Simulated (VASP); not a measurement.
Set up this calculation in VASP 6.6.1, as the native input.

```
Task                   : relaxation of cell and atoms
Functional             : r2SCAN
Potentials or basis    : VASP PAW PBE potentials, release 64 (I)
Cutoff                 : 600 eV
k mesh                 : 12 × 12 × 12
Occupations            : gaussian, width 0.03 eV
Spin                   : no spin polarisation
Target pressure        : 32 GPa
Further INCAR settings : ALGO = Normal; EDIFF = 1e-06; IBRION = 2; EDIFFG = -0.01; NSW = 90; ISIF = 3
Target pressure        : 32 GPa
```

The structure of I lies in POSCAR:

```
I
1.0
   -1.4538500000      1.5166500000      2.6130000000
    1.4538500000     -1.5166500000      2.6130000000
    1.4538500000      1.5166500000     -2.6130000000
I
1
Direct
    0.0000000000      0.0000000000      0.0000000000
```

These files were run (other wordings do the same):

INCAR

```
  PREC = Accurate
  ENCUT = 600
  EDIFF = 1E-6
  ISMEAR = 0
  SIGMA = 0.03
  LREAL = F
  LASPH = T
  NELM = 80
  ALGO = Normal
  ISIF = 3
  LWAVE = F
  LCHARG = F
  METAGGA = R2SCAN
  LMIXTAU = T
  IBRION = 2
  NSW = 90
  EDIFFG = -0.01
  PSTRESS = 320.0
```

KPOINTS

```
Automatic mesh
0
Gamma
  12 12 12
```

Potentials or basis: VASP PAW PBE potentials, release 64 (I).

Command:

```bash
$ cat potpaw_PBE.64/I/POTCAR > POTCAR
$ mpirun -np 1 vasp_std > vasp.out
```

Results of the run:

| Property | Result |
| --- | --- |
| Relaxed volume | 23.56 Å³/atom |
| Relaxed cell | a = 3.395 Å, b = 3.395 Å, c = 3.395 Å, α = 128.87°, β = 127.27°, γ = 76.52° |
| Space group after relaxing (to 0.05 Å) | Immm (No. 71) |
| Energy change on relaxing (the enthalpy is what falls) | -109.9 meV/atom |
| Ionic steps | 12 |
| Pressure after relaxing | 32.0 GPa |
| Band gap on the k mesh | none (metal or under the smearing width) |

Caveat: the cell is relaxed towards a set pressure, so the enthalpy falls and the energy may rise; the PAW data sets were made with another functional, which shifts forces and pressure a little; an odd number of electrons without spin polarisation forces a metal; a magnetic or distorted state may lie lower.

Run time: 21 min on 1 thread of Intel(R) Xeon(R) Platinum 8488C (Sapphire Rapids), on a shared host, peak memory 0.23 GiB.
